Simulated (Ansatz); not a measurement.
# Mo: a one-atom displacement scan

This session takes Mo and sets out to measure how stiffly atom 1 (Mo) is held.

The COD entry's cell or inner coordinates are ideal or old and differ from later refinements, so a difference from it is no clean test against experiment.

Method: DFT PBE, scalar-relativistic, plane waves, PAW, in Ansatz 0.2.0.

3 further runs of the same task are left out: 3 set aside as unsound or not needed.

## (1) The structure to begin with

Symmetry: Im-3m, No. 229, cubic system. Conventional cell: a = 3.160 Å, b = 3.160 Å, c = 3.160 Å, α = 90.00°, β = 90.00°, γ = 90.00°. Around Mo (site symmetry m-3m) lie 8 Mo at 2.74 Å.

As a file:

```cif
data_structure
_symmetry_space_group_name_H-M 'Im-3m'
_symmetry_Int_Tables_number 229
_cell_length_a 3.1604
_cell_length_b 3.1604
_cell_length_c 3.1604
_cell_angle_alpha 90.000
_cell_angle_beta 90.000
_cell_angle_gamma 90.000
_cell_volume 31.57
loop_
_atom_site_label
_atom_site_type_symbol
_atom_site_symmetry_multiplicity
_atom_site_Wyckoff_symbol
_atom_site_fract_x
_atom_site_fract_y
_atom_site_fract_z
_atom_site_occupancy
Mo1 Mo 2 a 0.00000 0.00000 0.00000 1
```

It is built from the cell relaxed beforehand with the same method (15.78 Å³/atom).

## (2) The reference cell

The cell is repeated 8 times, 8 atoms in all. Reference values: F = -39648.1975 eV; pressure 0.17 GPa; largest force 0.000 eV/Å; gap on the mesh none (metal). It was computed beforehand with the settings of the runs below.

## (3) Next: a one-atom displacement scan

Atom 1 (Mo) is moved by x along the Cartesian unit vector (1.000, 0.000, 0.000); the cell and all other atoms stay fixed. Forces below are components along that vector, summed over the moved atoms. In a periodic cell its images move with it.

## (4) Point x = -0.600 Å

The input, input.yaml:

```yaml
crystal:
  lattice:
    - [-3.1604388711, -3.1604388711, 3.1604388711]
    - [-3.1604388711, 3.1604388711, -3.1604388711]
    - [3.1604388711, -3.1604388711, -3.1604388711]
  atoms:
    - { symbol: Mo, position: [0.5949235256, 0.5949235256, 0.5] }
    - { symbol: Mo, position: [0.0, 0.5, 0.5] }
    - { symbol: Mo, position: [0.5, 0.0, 0.5] }
    - { symbol: Mo, position: [0.0, 0.0, 0.5] }
    - { symbol: Mo, position: [0.5, 0.5, 0.0] }
    - { symbol: Mo, position: [0.0, 0.5, 0.0] }
    - { symbol: Mo, position: [0.5, 0.0, 0.0] }
    - { symbol: Mo, position: [0.0, 0.0, 0.0] }
basis:
  ecutwfc: 420
kpoints:
  mp_grid: { grid: [14, 14, 14] }
hamiltonian:
  xc: pbe
scf:
  occupations: { method: gaussian, width: 0.15 }
output:
  forces: true
  stress: true
  eigenvalues: true
```

The run is started by

```bash
$ ansatz run input.yaml --threads 1 --pin off --max-ram 2560MiB --backend cpu --events-out ev --progress --plain --runs-dir out
```

What it wrote (excerpt; [...] marks lines left out):

```text
Warning: RAYON_NUM_THREADS=1 ignored (pool sized by the plan → 1); use --threads N
[...]
Pseudopotentials: kind: paw
Pseudopotential: Mo, paw, valence charge 14, recommended cutoff 420 eV (normal), Mo.paw.azcp
Functional definition: PBE
[...]
Crystal: 8 atoms, lattice volume = 126.271 Å³
Basis set: ecut = 420 eV, 2491 PW (Γ), exchange–correlation on 80×80×80 points (8 copies of the dense FFT grid, shifted against one another)
Bands: 68, of which v1, the nominal top of the filled ones, is band 56 counted from 1 (55 counted from 0)
Symmetry: 8 space group operations
Space group: I4mm (ITA 107), of the structure as read, at distance tolerance 5.0e-5 Å
k-points: 244 of 2744 (time reversal used)
[...]
SCF iter   1: F=—  HF=-39645.968170 eV  |F-HF|=—  |Δ(HF+E_count)|=         —  Δρ=7.28e-3  dr2=6.54e-2  ethr=1.77e-3  ⟨swp⟩=4.2  Hψ=52899  notcnv=0
[...]
SCF iter   6: F=-39645.961199 eV  HF=-39645.961199 eV  |F-HF|=1.11e-8  |Δ(HF+E_count)|=   5.53e-8  Δρ=4.47e-6  dr2=2.99e-8  ethr=8.93e-11  ⟨swp⟩=8.0  Hψ=60110  notcnv=0
[...]
SCF converged after 6 iterations
Free energy (F): -39645.961199 eV
[...]
E sigma→0 (E₀):  -39645.922074 eV
Entropy (-TS):   -0.078251 eV (-9.781 meV/atom)
Fermi energy:    20.697965 eV
[...]
--- Forces (eV/Å), atoms counted from 1 ---
  atom   1  Mo     6.76674323     0.00000000    -0.00000000
  atom   2  Mo    -0.95132481    -1.36680053     1.36680053
  atom   3  Mo    -0.95132481     1.36680053    -1.36680053
  atom   4  Mo    -2.72393618    -0.00000000     0.00000000
  atom   5  Mo    -0.95132481     1.36680053     1.36680053
  atom   6  Mo    -0.11875494    -0.00000000    -0.00000000
  atom   7  Mo    -0.11875494    -0.00000000     0.00000000
  atom   8  Mo    -0.95132481    -1.36680053    -1.36680053
[...]
--- Stress (GPa, compression-positive) ---
       11.550503       0.000000       0.000000
        0.000000       7.170758       0.000000
       -0.000000       0.000000       7.170758
  P = ⅓ Tr σ = 8.6307 GPa (86.307 kbar)
--- Band table (eV; the first three rows and the last of 244) ---
[...]
```

Run time: 56 s. Hardware: 1 thread of Intel Xeon 6975P-C (Granite Rapids), shared host; peak memory 1.5 GiB.

## (5) Point x = 0.450 Å

input.yaml, as its differences from that of step 4:

```diff
@@ -6,3 +6,3 @@
   atoms:
-    - { symbol: Mo, position: [0.5949235256, 0.5949235256, 0.5] }
+    - { symbol: Mo, position: [0.4288073558, 0.4288073558, 0.5] }
     - { symbol: Mo, position: [0.0, 0.5, 0.5] }
```

The run is started by

```bash
$ ansatz run input.yaml --threads 1 --pin off --max-ram 2560MiB --backend cpu --events-out ev --progress --plain --runs-dir out
```

What it wrote (excerpt; [...] marks lines left out):

```text
Warning: RAYON_NUM_THREADS=1 ignored (pool sized by the plan → 1); use --threads N
[...]
Pseudopotentials: kind: paw
Pseudopotential: Mo, paw, valence charge 14, recommended cutoff 420 eV (normal), Mo.paw.azcp
Functional definition: PBE
[...]
Crystal: 8 atoms, lattice volume = 126.271 Å³
Basis set: ecut = 420 eV, 2491 PW (Γ), exchange–correlation on 80×80×80 points (8 copies of the dense FFT grid, shifted against one another)
Bands: 68, of which v1, the nominal top of the filled ones, is band 56 counted from 1 (55 counted from 0)
Symmetry: 8 space group operations
Space group: I4mm (ITA 107), of the structure as read, at distance tolerance 5.0e-5 Å
k-points: 244 of 2744 (time reversal used)
[...]
SCF iter   1: F=—  HF=-39646.917252 eV  |F-HF|=—  |Δ(HF+E_count)|=         —  Δρ=4.36e-3  dr2=1.54e-2  ethr=1.77e-3  ⟨swp⟩=4.2  Hψ=52646  notcnv=0
[...]
SCF iter   6: F=-39646.917581 eV  HF=-39646.917581 eV  |F-HF|=9.01e-9  |Δ(HF+E_count)|=   2.89e-8  Δρ=3.03e-6  dr2=1.66e-8  ethr=8.93e-11  ⟨swp⟩=7.9  Hψ=57644  notcnv=0
[...]
SCF converged after 6 iterations
Free energy (F): -39646.917581 eV
[...]
E sigma→0 (E₀):  -39646.883581 eV
Entropy (-TS):   -0.068001 eV (-8.500 meV/atom)
Fermi energy:    20.763235 eV
[...]
--- Forces (eV/Å), atoms counted from 1 ---
  atom   1  Mo    -5.76128441    -0.00000000    -0.00000000
  atom   2  Mo     0.76699790     0.82961392    -0.82961392
  atom   3  Mo     0.76699790    -0.82961392     0.82961392
  atom   4  Mo     2.43304014     0.00000000     0.00000000
  atom   5  Mo     0.76699790    -0.82961392    -0.82961392
  atom   6  Mo     0.13013045     0.00000000     0.00000000
  atom   7  Mo     0.13013045     0.00000000     0.00000000
  atom   8  Mo     0.76699790     0.82961392     0.82961392
[...]
--- Stress (GPa, compression-positive) ---
        8.694047       0.000000       0.000000
        0.000000       3.368047       0.000000
        0.000000       0.000000       3.368047
  P = ⅓ Tr σ = 5.1434 GPa (51.434 kbar)
--- Band table (eV; the first three rows and the last of 244) ---
[...]
```

Wall time 55 s (1 thread of Intel Xeon 6975P-C (Granite Rapids), shared host); peak memory 1.5 GiB.

## (6) At x = -0.300 Å

input.yaml, as its differences from that of step 5:

```diff
@@ -6,3 +6,3 @@
   atoms:
-    - { symbol: Mo, position: [0.4288073558, 0.4288073558, 0.5] }
+    - { symbol: Mo, position: [0.5474617628, 0.5474617628, 0.5] }
     - { symbol: Mo, position: [0.0, 0.5, 0.5] }
```

The run is started by

```bash
$ ansatz run input.yaml --threads 1 --pin off --max-ram 2560MiB --backend cpu --events-out ev --progress --plain --runs-dir out
```

What it wrote (excerpt; [...] marks lines left out):

```text
[...]
SCF converged after 6 iterations
Free energy (F): -39647.640968 eV
[...]
E sigma→0 (E₀):  -39647.610661 eV
Entropy (-TS):   -0.060613 eV (-7.577 meV/atom)
Fermi energy:    20.826779 eV
[...]
--- Forces (eV/Å), atoms counted from 1 ---
  atom   1  Mo     3.82032137     0.00000000    -0.00000000
  atom   2  Mo    -0.44734281    -0.45882551     0.45882551
  atom   3  Mo    -0.44734281     0.45882551    -0.45882551
  atom   4  Mo    -1.77771911    -0.00000000     0.00000000
  atom   5  Mo    -0.44734281     0.45882551     0.45882551
  atom   6  Mo    -0.12661401    -0.00000000    -0.00000000
  atom   7  Mo    -0.12661401     0.00000000     0.00000000
  atom   8  Mo    -0.44734281    -0.45882551    -0.45882551
[...]
--- Stress (GPa, compression-positive) ---
        4.476247       0.000000       0.000000
        0.000000       1.386376       0.000000
        0.000000       0.000000       1.386376
  P = ⅓ Tr σ = 2.4163 GPa (24.163 kbar)
--- Band table (eV; the first three rows and the last of 244) ---
[...]
```

Run time: 57 s. Hardware: 1 thread of Intel Xeon 6975P-C (Granite Rapids), shared host; peak memory 1.5 GiB.

## (7) At x = 0.150 Å

input.yaml, as its differences from that of step 6:

```diff
@@ -6,3 +6,3 @@
   atoms:
-    - { symbol: Mo, position: [0.5474617628, 0.5474617628, 0.5] }
+    - { symbol: Mo, position: [0.4762691186, 0.4762691186, 0.5] }
     - { symbol: Mo, position: [0.0, 0.5, 0.5] }
```

The run is started by

```bash
$ ansatz run input.yaml --threads 1 --pin off --max-ram 2560MiB --backend cpu --events-out ev --progress --plain --runs-dir out
```

What it wrote (excerpt; [...] marks lines left out):

```text
Warning: RAYON_NUM_THREADS=1 ignored (pool sized by the plan → 1); use --threads N
[...]
Pseudopotentials: kind: paw
Pseudopotential: Mo, paw, valence charge 14, recommended cutoff 420 eV (normal), Mo.paw.azcp
Functional definition: PBE
[...]
Crystal: 8 atoms, lattice volume = 126.271 Å³
Basis set: ecut = 420 eV, 2491 PW (Γ), exchange–correlation on 80×80×80 points (8 copies of the dense FFT grid, shifted against one another)
Bands: 68, of which v1, the nominal top of the filled ones, is band 56 counted from 1 (55 counted from 0)
Symmetry: 8 space group operations
Space group: I4mm (ITA 107), of the structure as read, at distance tolerance 5.0e-5 Å
k-points: 244 of 2744 (time reversal used)
[...]
SCF iter   1: F=—  HF=-39648.060287 eV  |F-HF|=—  |Δ(HF+E_count)|=         —  Δρ=2.82e-3  dr2=5.11e-3  ethr=1.77e-3  ⟨swp⟩=4.2  Hψ=52180  notcnv=0
[...]
SCF iter   6: F=-39648.062434 eV  HF=-39648.062434 eV  |F-HF|=4.51e-10  |Δ(HF+E_count)|=   9.17e-9  Δρ=1.20e-6  dr2=1.30e-9  ethr=2.13e-11  ⟨swp⟩=5.7  Hψ=54209  notcnv=0
[...]
SCF converged after 6 iterations
Free energy (F): -39648.062434 eV
[...]
E sigma→0 (E₀):  -39648.032100 eV
Entropy (-TS):   -0.060670 eV (-7.584 meV/atom)
Fermi energy:    20.874472 eV
[...]
--- Forces (eV/Å), atoms counted from 1 ---
  atom   1  Mo    -1.82522904    -0.00000000    -0.00000000
  atom   2  Mo     0.17400672     0.20701943    -0.20701943
  atom   3  Mo     0.17400672    -0.20701943     0.20701943
  atom   4  Mo     0.94400423     0.00000000     0.00000000
  atom   5  Mo     0.17400672    -0.20701943    -0.20701943
  atom   6  Mo     0.09259920     0.00000000    -0.00000000
  atom   7  Mo     0.09259920     0.00000000     0.00000000
  atom   8  Mo     0.17400672     0.20701943     0.20701943
[...]
--- Stress (GPa, compression-positive) ---
        1.316545       0.000000      -0.000000
        0.000000       0.433314       0.000000
        0.000000       0.000000       0.433314
  P = ⅓ Tr σ = 0.7277 GPa (7.277 kbar)
--- Band table (eV; the first three rows and the last of 244) ---
[...]
```

Run time: 72 s. Hardware: 1 thread of Intel Xeon 6975P-C (Granite Rapids), shared host; peak memory 1.5 GiB.

## (8) The scan collected

All points in order; energies are free energies above the reference cell:

| x (Å) | ΔE (meV/cell) | force on the moved atoms (eV/Å) | pressure (GPa) |
| --- | --- | --- | --- |
| -0.600 | 2236.3 | 6.767 | 8.6 |
| -0.300 | 556.6 | 3.820 | 2.4 |
| 0.000 | 0.0 | 0.000 | 0.2 |
| 0.150 | 135.1 | -1.825 | 0.7 |
| 0.450 | 1279.9 | -5.761 | 5.1 |

## (9) Summary of results

| quantity | value |
| --- | --- |
| force constant along x, from the points at -0.300, 0 and 0.150 Å | 12.36 eV/Å² |

**Reading.** Near the site the force constant is 12.36 eV/Å²; for the mass of Mo against a rigid frame that is a vibration of about 187 cm⁻¹. The step of 0.30 Å is wide, so anharmonic terms mix in. No sampled point lies below the undisturbed cell.
